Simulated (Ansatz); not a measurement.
# TePb: the cost of one run

Program: Ansatz 0.2.0. Level of theory: DFT PBE, scalar-relativistic, plane waves, PAW. These are calculated values, not measurements.

**1. The structure to begin with**

It takes space group P4/mmm (No. 123, tetragonal). Conventional cell: a = 4.613 Å, b = 4.613 Å, c = 18.000 Å, α = 90.00°, β = 90.00°, γ = 90.00°. Te (site symmetry 4mm) has 4 Pb at 2.81 Å and 1 Te at 3.22 Å as nearest neighbours. Pb (site symmetry mmm) has 4 Te at 2.81 Å as nearest neighbours.

As a file:

```
CELL_PARAMETERS angstrom
4.61271 0.00000 0.00000
0.00000 4.61271 0.00000
0.00000 0.00000 18.00000
ATOMIC_POSITIONS crystal
Te 0.00000 0.00000 0.58940
Te 0.00000 0.00000 0.41060
Pb 0.50000 0.00000 0.50000
Pb 0.00000 0.50000 0.50000
```

Recipe of the guess: species swapped into a sheet modelled on a layer of SbPd, with Pb on the Pd sites and Te on the Sb sites. Lengths come from tabulated atomic sizes and are only a guess.

It is a sheet, periodic along a and b, with vacuum along c; volumes and pressures of the box carry no meaning, and space groups named for it are those of the box.

**2. A first look at the guess**

Input file input.yaml:

```yaml
crystal:
  lattice:
    - [4.61271165, 0.0, 0.0]
    - [0.0, 4.61271165, 0.0]
    - [0.0, 0.0, 18.0]
  atoms:
    - { symbol: Te, position: [0.0, 0.0, 0.58940119] }
    - { symbol: Te, position: [0.0, 0.0, 0.41059881] }
    - { symbol: Pb, position: [0.5, 0.0, 0.5] }
    - { symbol: Pb, position: [0.0, 0.5, 0.5] }
  periodic: [true, true, false]
basis:
  ecutwfc: 420
kpoints:
  mp_grid: { grid: [4, 4, 1] }
hamiltonian:
  xc: pbe
scf:
  occupations: { method: gaussian, width: 0.1 }
  lower_state_search: "off"
output:
  forces: true
  stress: true
  eigenvalues: true
```

Command:

```bash
> ansatz run input.yaml --threads 1 --pin off --max-ram 2560MiB --backend cpu --events-out ev --progress --plain --runs-dir out
```

Q: Estimate wall time and peak memory on 1 thread of Intel Xeon at 2.50GHz (Skylake/Cascade Lake), shared host.

About 31 s, with a peak of 0.74 GiB.
